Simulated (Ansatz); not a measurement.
# Rh: the change of pressure with volume per atom

All results are calculated (Ansatz 0.2.0 development build). Equation of state of a cubic crystal from periodic Kohn-Sham density functional theory without spin; pressure corrected for the finite basis.

Cell of the first row (space group Im-3m, No. 229):
```
cell vectors (Å)
  -1.5041     1.5041     1.5041
   1.5041    -1.5041     1.5041
   1.5041     1.5041    -1.5041
atoms (fractions of the cell vectors)
Rh  0.00000  0.00000  0.00000
```

Settings of every row: formula Rh; structure type bcc; functional PBE; spin treatment none; k mesh 17x17x17; occupation method fermi-dirac; occupation width 0.061225619 eV; wave cutoff 700 eV; datasets hard PAW; density cutoff ratio 4.

Limits: a cubic model structure, not a phase known at ambient conditions; modest k-mesh, values are not fully converged in k; no spin polarisation, a magnetic state may lie lower; the SCF threshold is loose for a stress in some rows.

| row | volume per atom (Å³) | pressure (GPa) | energy above lowest point (meV/atom) |
| --- | --- | --- | --- |
| 1 | 13.61 | 16.658 | 41.86 |
| 2 | 13.9 | 10.343 | 17.58 |
| 3 | 14.189 | 4.755 | 4.04 |
| 4 | 14.479 | ? | ? |
| 5 | 14.768 | -4.56 | 4.37 |
| 6 | 15.058 | -8.42 | 16.18 |
| 7 | 15.348 | -11.826 | 34.54 |

Question: what pressure should row 4 give?

Worked fit of pressure. Take u = (V_r/V)^(2/3) − 1 with V_r = 14.479 Å³ an atom, which is twice the finite (Eulerian) strain; such expansions in the strain, on which the Birch-Murnaghan equation of state is built, carry the rest volume and the bulk modulus. The shown rows have u = 0.04213, 0.02758, 0.01358, -0.01309, -0.0258, -0.03811. Least squares give pressure = −0.1953 + 348.653 × u + 1178.96 × u² + 985 × u³ GPa; a parabola predicts inner rows, each left out in turn, worse (root mean square 0.023 against 0.0075 GPa). The rows lie off it by -0.002, 0.005, -0.004, -0.001, 0.003, -0.001 (root mean square 0.0031 GPa). The pressure vanishes at u = 0.0006, or V = 14.47 Å³ an atom, and there the bulk modulus at fixed shape and fractions is B = −V dP/dV = (2/3)(1 + u) dP/du = 233 GPa. The withheld row has u = 0, so the fit gives −0.1953 + 348.653 × (0) + 1178.96 × (0)² + 985 × (0)³ = -0.195 GPa.

The calculation gave -0.189 GPa. The fit lies 0.006 GPa (3.2 % of the value, 0.021 % of the column's range) below it; its largest miss of a shown row is 0.005 GPa.

The other values of row 4: energy above lowest point 0 meV/atom.
